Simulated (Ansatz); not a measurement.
**Tc: response to a displaced atom**

Tc is deformed so: atom 2 (Tc) moved by (0.000, 0.000, 0.120) Å. What stress and forces result, by LAPW and all-electron datasets made for the crystal?

Program: Ansatz 0.2.0. Level of theory: DFT PBE, scalar-relativistic. These are calculated values, not measurements.

2 further runs of the same task are left out: 2 that didn't finish.

### Step 1. Starting point

The structure is hexagonal, space group P6_3/mmc (No. 194). Conventional cell: a = 2.740 Å, b = 2.740 Å, c = 4.398 Å, α = 90.00°, β = 90.00°, γ = 120.00°. Tc (site symmetry -6m2) has 12 Tc at 2.71 to 2.74 Å as nearest neighbours.

Structure file:

```xyz
2
Lattice="2.7400 0.0000 0.0000 -1.3700 2.3729 0.0000 0.0000 0.0000 4.3980" Properties=species:S:1:pos:R:3 pbc="T T T"
Tc    0.0000    1.5819    1.0995
Tc    1.3700    0.7910    3.2985
```

Atoms are numbered in the order of the input: Tc1, Tc2.

### Step 2. The deformed structure

Space group P6_3/mmc before, P-3m1 after.

### Step 3. LAPW, all electrons

Input file input.yaml:

```yaml
crystal:
  lattice:
    - [2.7400001704, 0.0, 0.0]
    - [-1.3700000852, 2.372909754, 0.0]
    - [0.0, 0.0, 4.398]
  atoms:
    - { symbol: Tc, position: [0.3333333333, 0.6666666667, 0.25] }
    - { symbol: Tc, position: [0.6666666667, 0.3333333333, 0.7772851296] }
kpoints:
  mp_grid: { grid: [17, 17, 9] }
scf:
  occupations: { method: fermi_dirac, width: 0.08 }
hamiltonian:
  xc: pbe
  pseudopotentials: { kind: all_electron, lapw: { basis_error: 0.001 } }
output:
  forces: true
  stress: true
  eigenvalues: true
```

Run with:

```bash
$ ansatz run input.yaml --threads 1 --pin off --max-ram 2048MiB --backend cpu --events-out ev --progress --plain --runs-dir out
```

### Step 4. All-electron PAW on datasets made for the crystal

input.yaml, as its differences from that of step 3:

```diff
@@ -14,3 +14,3 @@
   xc: pbe
-  pseudopotentials: { kind: all_electron, lapw: { basis_error: 0.001 } }
+  pseudopotentials: { kind: all_electron, datasets: crystal }
 output:
@@ -19 +19,2 @@
   eigenvalues: true
+  efg: { contact_densities: true }
```

(Steps that only read results are left out.)

Before running it: what results should come out? Wanted: pressure; largest shear or deviatoric stress; force on Tc2 along the move.

As calculated:

| quantity | value |
| --- | --- |
| pressure | LAPW 4.97, crystal datasets 4.97 GPa |
| largest shear or deviatoric stress (LAPW) | 0.88 GPa |
| force on Tc2 along the move | -0.477 eV/Å |

The force on Tc2 points against the move; no run of the undisplaced cell is shown, so any force that was there before is in it. No run of the undeformed cell stands beside it, so the pressure holds what the given cell had before the change. Crystal datasets: stress within 0.01 GPa of LAPW, forces within 1 meV/Å.
